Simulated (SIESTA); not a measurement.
MnS:

```
Mn S
1.0
     0.00000    2.60450    2.60450
     2.60450    0.00000    2.60450
     2.60450    2.60450    0.00000
Mn S
1 1
Direct
  0.00000 0.00000 0.00000
  0.50000 0.50000 0.50000
```

Base run:

| Quantity | Value |
| --- | --- |
| Program | SIESTA 5.4.2 |
| Functional | PBE |
| Potentials or basis | PseudoDojo 0.4 standard (PBE files) |
| Basis | DZ (energy shift 0.003 Ry; two zetas on semicore shells) |
| Grid cutoff | 800 Ry |
| Energy shift | 0.003 Ry |
| k mesh | 9 × 9 × 9 |
| Occupations | fermi-dirac, width 0.05 eV |
| Spin | collinear spin, ferromagnetic start |
| Starting moments | [4.0, 0.0] μB |

Its results: band gap on the k mesh none (metal or under the smearing width); pressure 1.6 GPa; net moment 4.95 μB per cell; site moments Mn +4.72; S +0.23 μB.

Problem. The run is repeated on the same cell with these changes: basis from DZ (energy shift 0.003 Ry; two zetas on semicore shells) to SZ (energy shift 0.003 Ry). What comes out?

Solution. Band gap on the k mesh none (metal or under the smearing width); pressure 4.2 GPa; net moment 4.97 μB per cell; site moments Mn +4.67; S +0.30 μB.

Caveats: the basis has no polarisation orbitals; short orbitals over semicore shells can move pressures by several GPa; the basis of atomic orbitals isn't converged, which shifts pressures, moduli and gaps; a cell with one magnetic atom can't hold antiferromagnetic order, which such compounds often take; semilocal functionals often make such compounds metallic where correlation or magnetic order opens a gap, which also shifts bond lengths.
